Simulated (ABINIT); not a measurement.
# GaSb (I-4m2) in ABINIT: phonons with PBE

Aim: the phonons of GaSb with PBE.

All numbers are computed with ABINIT 10.8.3 (patched build); they aren't measurements. Logs are shortened: lines on timing, memory, paths and dates and some standing lists are left out, and cuts for length are marked. The log counts tension as positive stress, the text compression.

### 1 Starting point

The structure is tetragonal, space group I-4m2 (No. 119). The conventional cell has a = 5.507 Å, b = 5.507 Å, c = 3.181 Å, α = 90.00°, β = 90.00°, γ = 90.00°. Around Sb (site symmetry -4m2) lie 4 Ga at 2.87 Å and 2 Sb at 3.18 Å. Around Ga (site symmetry -4m2) lie 4 Sb at 2.87 Å and 2 Ga at 3.18 Å.

Measurements of this composition are mostly on another form, of space group No. 216.

### 2 Phonons, PBE

run.abi reads:

```
# Datasets
ndtset 2

# Pseudopotentials
pp_dirpath "./"
pseudos "Sb.GGA_PBE-JTH.xml, Ga.GGA_PBE-JTH.xml"

# Structure
acell 3*1.0 Angstrom
rprim
    -2.7534340000     2.7534340000     1.5907070000
     2.7534340000    -2.7534340000     1.5907070000
     2.7534340000     2.7534340000    -1.5907070000
ntypat 2
znucl 51 31
natom 2
typat 1 2
xred
            0.0            0.0            0.0
            3/4            1/4            1/2

# Plane-wave basis
ecut 13.0
pawecutdg 26.0
pawxcdev 0

# k points
ngkpt 12 12 12
nshiftk 1
shiftk 0.0 0.0 0.0

# Exchange and correlation
ixc 11

# Bands and occupations
nband 22
occopt 3
tsmear 0.00499791

# SCF cycle
nstep 80

# Output
prteig 0
prtebands 0
prtwf 0
prtden 0
prtpot 0

# Dataset 1: ground state
kptopt1 1
tolvrs1 1.0e-11
prtwf1 1
tolwfr1 1.0e-14
nbdbuf1 4
nline1 6

# Dataset 2: response at q = 0 to atomic displacements
rfphon2 1
rfatpol2 1 2
rfdir2 1 1 1
getwfk2 1
kptopt2 2
nqpt2 1
qpt2 0.0 0.0 0.0
tolvrs2 1.0e-8
```

mrgddb.in reads:

```
merged_DDB
GaSb
2
runo_DS1_DDB
runo_DS2_DDB
```

anaddb.abi reads:

```
ddb_filepath "merged_DDB"
output_file "anaddb.abo"
outdata_prefix "ana"
asr 1
chneut 0
dipdip 0
dieflag 0
enunit 0
eivec 1
nph1l 1
qph1l 0.0 0.0 0.0 1.0
```

Potentials or basis: JTH PAW PBE v2.0.

Launch:

```
mpirun --bind-to none -np 4 abinit run.abi > log 2>&1
mrgddb < mrgddb.in > mrgddb.log 2>&1
anaddb anaddb.abi > anaddb.log 2>&1
```

run.abo:

```text
.Version 10.8.3 of ABINIT
 DATASET    1 : space group I-4 m 2 (#119); Bravais tI (body-center tetrag.)
================================================================================
 Values of the parameters that define the memory need for DATASET  1.
     intxc =       0    ionmov =       0      iscf =      17    lmnmax =      18
     lnmax =       6     mgfft =      27  mpssoang =       3    mqgrid =    3001
     natom =       2  nloc_mem =       2    nspden =       1   nspinor =       1
    nsppol =       1      nsym =       8    n1xccc =       1    ntypat =       2
    occopt =       3   xclevel =       2
       mpw =         744          nfft =       19683          nkpt =         163
Pmy_natom=         1
 PAW method is used; the additional fine FFT grid is defined by:
   mgfftf=        40    nfftf =     64000
================================================================================
================================================================================

 DATASET    2 : space group I-4 m 2 (#119); Bravais tI (body-center tetrag.)
================================================================================
 Values of the parameters that define the memory need for DATASET  2 (RF).
     intxc =       0      iscf =       7    lmnmax =      18     lnmax =       6
     mgfft =      27  mpssoang =       3    mqgrid =    3001     natom =       2
  nloc_mem =       2    nspden =       1   nspinor =       1    nsppol =       1
      nsym =       8    n1xccc =       1    ntypat =       2    occopt =       3
   xclevel =       2
      nfft =       19683          nkpt =         868
Pmy_natom=         1
================================================================================
================================================================================

--------------------------------------------------------------------------------
------------- Echo of variables that govern the present computation ------------
--------------------------------------------------------------------------------
 -outvars: echo values of preprocessed input variables --------
            acell      1.8897261259E+00  1.8897261259E+00  1.8897261259E+00 Bohr
              amu      1.21753000E+02  6.97230000E+01
             ecut      1.30000000E+01 Hartree
           getwfk1          0
           getwfk2          1
             iscf1         17
             iscf2          7
                       outvar_i_n : Printing only first  50 k-points.
              ixc          11
           jdtset        1    2
                       outvar_i_n : Printing only first  50 k-points.
           kptopt1          1
           kptopt2          2
         kptrlatt       12    0    0      0   12    0      0    0   12
          kptrlen      7.21440138E+01
            natom           2
            nband1         22
            nband2         22
           nbdbuf1          4
           nbdbuf2          2
           ndtset           2
            ngfft          27      27      27
          ngfftdg          40      40      40
             nkpt1        163
             nkpt2        868
            nline1          6
            nline2          4
             nqpt1          0
             nqpt2          1
            nstep          80
             nsym           8
           ntypat           2
                       prtocc : prtvol=0, do not print more k-points.
                       prtocc : prtvol=0, do not print more k-points.
           occopt           3
        optdriver1          0
        optdriver2          1
        pawecutdg      2.60000000E+01 Hartree
         pawxcdev           0
           prtden           0
        prtebands           0
           prteig           0
            prtwf1          1
            prtwf2          0
           rfphon1          0
           rfphon2          1
            rprim     -2.7534340000E+00  2.7534340000E+00  1.5907070000E+00
                       2.7534340000E+00 -2.7534340000E+00  1.5907070000E+00
                       2.7534340000E+00  2.7534340000E+00 -1.5907070000E+00
          spgroup         119
           tolvrs1     1.00000000E-11
           tolvrs2     1.00000000E-08
           tolwfr1     1.00000000E-14
           tolwfr2     0.00000000E+00
           tsmear      4.99791000E-03 Hartree
            typat      1  2
           useylm           1
                       outvars : Printing only first  50 k-points.
           xangst      0.0000000000E+00  0.0000000000E+00  0.0000000000E+00
                       0.0000000000E+00  2.7534340000E+00  7.9535350000E-01
            xcart      0.0000000000E+00  0.0000000000E+00  0.0000000000E+00
                       0.0000000000E+00  5.2032361658E+00  1.5030002883E+00
             xred      0.0000000000E+00  0.0000000000E+00  0.0000000000E+00
                       7.5000000000E-01  2.5000000000E-01  5.0000000000E-01
            znucl       51.00000   31.00000

================================================================================

 chkinp: Checking input parameters for consistency, jdtset=   1.

 chkinp: Checking input parameters for consistency, jdtset=   2.

[... 235 lines left out ...]

 getcut: wavevector=  0.0000  0.0000  0.0000  ngfft=  40  40  40
         ecut(hartree)=     26.000   => boxcut(ratio)=   2.19277
--------------------------------------------------------------------------------

 ==>  initialize data related to q vector <==

 The list of irreducible perturbations for this q vector is:
    1)    idir= 1    ipert=   1
    2)    idir= 1    ipert=   2

================================================================================

 The perturbation idir=   2  ipert=   1 is
 symmetric of a previously calculated perturbation.
 So, its SCF calculation is not needed.
[... 9 lines left out ...]
 The perturbation idir=   3  ipert=   2 is
 symmetric of a previously calculated perturbation.
 So, its SCF calculation is not needed.

--------------------------------------------------------------------------------
 Perturbation wavevector (in red.coord.)   0.000000  0.000000  0.000000
 Perturbation : displacement of atom   1   along direction   1
 The set of symmetries contains only one element for this perturbation.
 symkpt : not enough symmetry to change the number of k points.

--------------------------------------------------------------------------------

--------------------------------------------------------------------------------

 dfpt_looppert : total number of electrons, from k and k+q
  fully or partially occupied states are    2.800000E+01 and    2.800000E+01.
 Initialisation of the first-order wave-functions :
  ireadwf=   0

--- !BeginCycle
iteration_state: {dtset: 2, }
solver: {iscf: 7, nstep: 80, nline: 4, wfoptalg: 10, }
tolerances: {tolvrs: 1.00E-08, }
...

     iter   2DEtotal(Ha)        deltaE(Ha) residm    vres2
-ETOT  1   1633.3289766654      3.195E+03 3.953E+01 7.371E+06
 ETOT  2   176.39211057697     -1.457E+03 2.344E+01 7.491E+05
 ETOT  3   2.3049570008930     -1.741E+02 5.229E+00 1.435E+03
 ETOT  4   1.8526551461650     -4.523E-01 8.910E-02 5.830E+02
 ETOT  5   1.7359976289213     -1.167E-01 6.294E-03 7.836E+00
 ETOT  6   1.7337864283395     -2.211E-03 2.784E-04 2.554E-01
 ETOT  7   1.7336679426285     -1.185E-04 1.180E-05 4.215E-02
 ETOT  8   1.7336534063838     -1.454E-05 1.244E-06 7.383E-04
 ETOT  9   1.7336532903441     -1.160E-07 2.008E-08 7.692E-05
 ETOT 10   1.7336532786708     -1.167E-08 2.476E-09 1.120E-05
 ETOT 11   1.7336532768218     -1.849E-09 6.087E-11 5.757E-07
 ETOT 12   1.7336532767436     -7.867E-11 1.456E-11 3.893E-08
 ETOT 13   1.7336532767436      0.000E+00 4.507E-13 1.888E-09

 At SCF step   13       vres2   =  1.89E-09 < tolvrs=  1.00E-08 =>converged.
================================================================================

 ----iterations are completed or convergence reached----

 Mean square residual over all n,k,spin=   21.405E-16; max=  45.068E-14

 2DEtotal=    0.1733653277E+01 Ha. Also 2DEtotal=    0.471751089301E+02 eV
    (2DErelax=    1.5634663150E+03 Ha. 2DEnonrelax=   -1.5617326617E+03 Ha)
    (  non-var. 2DEtotal :    1.7336759978E+00 Ha)

--------------------------------------------------------------------------------
 Perturbation wavevector (in red.coord.)   0.000000  0.000000  0.000000
 Perturbation : displacement of atom   2   along direction   1
 The set of symmetries contains only one element for this perturbation.
 symkpt : not enough symmetry to change the number of k points.

--------------------------------------------------------------------------------

--------------------------------------------------------------------------------

 dfpt_looppert : total number of electrons, from k and k+q
  fully or partially occupied states are    2.800000E+01 and    2.800000E+01.
 Initialisation of the first-order wave-functions :
  ireadwf=   0

--- !BeginCycle
iteration_state: {dtset: 2, }
solver: {iscf: 7, nstep: 80, nline: 4, wfoptalg: 10, }
tolerances: {tolvrs: 1.00E-08, }
...

     iter   2DEtotal(Ha)        deltaE(Ha) residm    vres2
-ETOT  1   1683.1846990107      3.436E+03 1.005E+01 7.518E+06
 ETOT  2   216.15797421523     -1.467E+03 4.075E+00 8.801E+05
 ETOT  3   4.3192898272365     -2.118E+02 9.586E-01 8.542E+03
 ETOT  4   2.0161654487402     -2.303E+00 2.971E-02 1.561E+03
 ETOT  5   1.7024361906088     -3.137E-01 2.752E-03 1.268E+01
 ETOT  6   1.6995770177492     -2.859E-03 2.248E-04 7.961E-01
 ETOT  7   1.6993928006424     -1.842E-04 2.483E-05 9.225E-02
 ETOT  8   1.6993723514016     -2.045E-05 1.830E-06 4.232E-03
 ETOT  9   1.6993716905418     -6.609E-07 1.508E-07 2.907E-04
 ETOT 10   1.6993716899261     -6.155E-10 1.076E-08 4.215E-05
 ETOT 11   1.6993716836597     -6.266E-09 1.067E-09 2.284E-06
 ETOT 12   1.6993716837097      4.934E-11 8.086E-11 2.110E-07
 ETOT 13   1.6993716836542     -5.571E-11 7.547E-12 1.938E-08
 ETOT 14   1.6993716836287     -2.478E-11 6.002E-13 1.819E-09

 At SCF step   14       vres2   =  1.82E-09 < tolvrs=  1.00E-08 =>converged.
================================================================================

 ----iterations are completed or convergence reached----

 Mean square residual over all n,k,spin=   22.556E-17; max=  60.018E-14

 2DEtotal=    0.1699371684E+01 Ha. Also 2DEtotal=    0.462422592587E+02 eV
    (2DErelax=    1.7541447180E+03 Ha. 2DEnonrelax=   -1.7524453463E+03 Ha)
    (  non-var. 2DEtotal :    1.6993690540E+00 Ha)

================================================================================

 ---- first-order wavefunction calculations are completed ----

 ==> Compute Derivative Database <==

  Dynamical matrix, in cartesian coordinates,
   if specified in the inputs, asr has been imposed
     j1       j2             matrix element
  dir pert dir pert     real part    imaginary part

   1    1   1    1         0.0327346232        -0.0000000000
   1    1   1    2        -0.0327346232         0.0000000000

   2    1   2    1         0.0327346232        -0.0000000000
   2    1   2    2        -0.0327346232         0.0000000000
[... 10 lines left out ...]
   3    2   3    1        -0.0054546748         0.0000000000
   3    2   3    2         0.0054546748        -0.0000000000

  Phonon wavevector (reduced coordinates) :  0.00000  0.00000  0.00000
 Phonon energies in Hartree :
   0.000000E+00  0.000000E+00  0.000000E+00  2.597966E-04  6.364334E-04
   6.364334E-04
 Phonon frequencies in cm-1    :
   0.000000E+00  0.000000E+00  0.000000E+00  5.701877E+01  1.396810E+02
   1.396810E+02

== END DATASET(S) ==============================================================
================================================================================

 -outvars: echo values of variables after computation  --------
            acell      1.8897261259E+00  1.8897261259E+00  1.8897261259E+00 Bohr
           etotal1    -1.6168975087E+02
           etotal2     1.6993716836E+00
            fcart1     2.0656817202E-30  3.6007296041E-31 -4.7419809738E-47
                      -2.0656817202E-30 -3.6007296041E-31  4.7419809738E-47
            fcart2     0.0000000000E+00  0.0000000000E+00  0.0000000000E+00
                       0.0000000000E+00  0.0000000000E+00  0.0000000000E+00
            rprim     -2.7534340000E+00  2.7534340000E+00  1.5907070000E+00
                       2.7534340000E+00 -2.7534340000E+00  1.5907070000E+00
                       2.7534340000E+00  2.7534340000E+00 -1.5907070000E+00
           strten1    -4.0746930918E-07 -4.0746930917E-07  3.8147878747E-05
                       0.0000000000E+00  0.0000000000E+00  0.0000000000E+00
           strten2     0.0000000000E+00  0.0000000000E+00  0.0000000000E+00
                       0.0000000000E+00  0.0000000000E+00  0.0000000000E+00
           xangst      0.0000000000E+00  0.0000000000E+00  0.0000000000E+00
                       0.0000000000E+00  2.7534340000E+00  7.9535350000E-01
             xred      0.0000000000E+00  0.0000000000E+00  0.0000000000E+00
                       7.5000000000E-01  2.5000000000E-01  5.0000000000E-01
 Calculation completed.
```

Wall time 5.8 min (4 MPI ranks of Intel Xeon Platinum 8488C (Sapphire Rapids), shared host); peak memory 1.8 GiB.

What came out:

| Item | Value |
| --- | --- |
| Free energy | -4399.8023 eV |
| Band gap on the k mesh | none (metal or under the smearing width) |
| Highest phonon frequency at Γ | 140 cm⁻¹ |

Phonon frequencies in cm⁻¹ (negative: imaginary):
| q point | frequencies |
| --- | --- |
| (0.000, 0.000, 0.000) | 0 0 0 57 140 140 |
